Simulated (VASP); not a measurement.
A run of VASP 6.6.1 is set up as follows.

INCAR

```
SYSTEM = Ru
ALGO     = Normal         ! electronic algorithm
EDIFF    = 1E-6           ! SCF threshold, eV
EDIFFG   = -0.01          ! ionic threshold
ENCUT    = 600            ! plane-wave cutoff, eV
GGA      = RP             ! functional
IBRION   = 2              ! ionic algorithm
ISIF     = 3              ! what is computed and relaxed
ISMEAR   = 1              ! smearing method
LASPH    = .True.         ! aspherical terms in the spheres
LCHARG   = .False.        ! write CHGCAR
LREAL    = .False.        ! projectors in reciprocal space
LWAVE    = .False.        ! write WAVECAR
NELM     = 80             ! most SCF steps
NSW      = 90             ! ionic steps
PREC     = Accurate       ! precision mode
SIGMA    = 0.1            ! smearing width, eV
```

File KPOINTS:

```
k-points
0
Gamma
  15 15 9
  0 0 0
```

Contents of POSCAR:

```
Ru
1.0
    2.7058000000      0.0000000000      0.0000000000
   -1.3529000000      2.3432915376      0.0000000000
    0.0000000000      0.0000000000      4.2819000000
Ru
2
Direct
    0.3333333333      0.6666666667      0.2500000000
    0.6666666667      0.3333333333      0.7500000000
```

Potentials or basis: VASP PAW PBE potentials, release 64 (Ru_pv).

The run is started by

```console
$ cat potpaw_PBE.64/Ru_pv/POTCAR > POTCAR
$ mpirun -np 1 vasp_std > vasp.out
```

Task: Predict the space group after relaxing (to 0.05 Å).

Result: P6_3/mmc (No. 194).

Task: Estimate the band gap on the k mesh.

Result: None (metal or under the smearing width).

Final structure:
```
Ru
1.0
     2.73093    0.00000    0.00000
    -1.36547    2.36506    0.00000
     0.00000    0.00000    4.31961
Ru
2
Cartesian
  0.0000 1.5767 1.0799
  1.3655 0.7884 3.2397
```

 RPBE and its kin give volumes clearly too large for solids.
